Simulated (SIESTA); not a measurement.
# ZnS (Wurtzite-2H): band structure with PBE

**Experimental background.**

A printed reference work, monograph reports, for a bulk crystal of ZnS at 4 K: band gap 3.911 eV (direct).

Crystal: ZnS (Wurtzite-2H).

```
Zn S
1.0
     3.81100    0.00000    0.00000
    -1.90550    3.30042    0.00000
     0.00000    0.00000    6.23400
Zn S
2 2
Direct
  0.66667 0.33333 0.50000
  0.33333 0.66667 0.00000
  0.66667 0.33333 0.88500
  0.33333 0.66667 0.38500
```

```json
{
 "Program": "SIESTA 5.4.2",
 "Task": "band structure",
 "Functional": "PBE",
 "Potentials or basis": "SG15 1.2 (PBE files) or PseudoDojo by element",
 "Basis": "DZP (energy shift 0.003 Ry; two zetas on semicore shells)",
 "Grid cutoff": "800 Ry",
 "Energy shift": "0.003 Ry",
 "k mesh": "8 × 8 × 5",
 "Occupations": "fermi-dirac, width 0.05 eV",
 "Spin": "no spin polarisation"
}
```

| Quantity | Value |
| --- | --- |
| Pressure | 3.4 GPa |
| Largest force | 0.357 eV/Å |
| Band gap on the k mesh | 2.57 eV, direct |
| Band gap along the path | 2.57 eV, direct |

Forces in eV/Å, atoms in the order of the input:
```
Zn   0.000  0.000  0.356
Zn   0.000  0.000  0.356
S    0.000  0.000 -0.357
S    0.000  0.000 -0.357
```

Stress tensor (GPa, compression positive):
```
4.46 0.00 0.00
0.00 4.45 0.00
0.00 0.00 1.33
```

Levels at the corners of the path, in eV from the valence-band top:
| point | band 24 | band 25 | band 26 | band 27 | band 28 | band 29 |
| --- | --- | --- | --- | --- | --- | --- |
| Γ | -0.05 | -0.05 | 0.00 | 2.57 | 3.36 | 6.68 |
| M | -2.18 | -1.56 | -0.99 | 3.85 | 4.69 | 5.49 |
| K | -2.19 | -2.18 | -2.18 | 4.88 | 6.39 | 6.39 |
| Γ | -0.05 | -0.05 | 0.00 | 2.57 | 3.36 | 6.68 |
| A | -0.47 | -0.47 | -0.47 | 3.89 | 3.89 | 7.12 |
| L | -1.63 | -1.51 | -1.51 | 3.97 | 3.97 | 5.48 |
| H | -3.09 | -1.24 | -1.24 | 5.00 | 5.00 | 6.94 |
| A | -0.47 | -0.47 | -0.47 | 3.89 | 3.89 | 7.12 |
| L | -1.63 | -1.51 | -1.51 | 3.97 | 3.97 | 5.48 |
| M | -2.18 | -1.56 | -0.99 | 3.85 | 4.69 | 5.49 |
| K | -2.19 | -2.18 | -2.18 | 4.88 | 6.39 | 6.39 |
| H | -3.09 | -1.24 | -1.24 | 5.00 | 5.00 | 6.94 |

It took 40 s on 1 thread of Arm Neoverse V1, with other jobs on the host, peak memory 0.31 GiB.

Against the measured gap of ZnS, 3.911 eV (direct; 4 K; a printed reference work, monograph), the calculated 2.57 eV is off by -1.34 eV. The value is that of PBE in an atomic basis (SG15 1.2 (PBE files) or PseudoDojo by element, DZP (energy shift 0.003 Ry; two zetas on semicore shells)), whose error adds to the functional's,, without temperature or zero-point motion. Semilocal functionals fall short of measured gaps as a rule.

Caveat: the basis of atomic orbitals isn't converged, which shifts pressures, moduli and gaps.
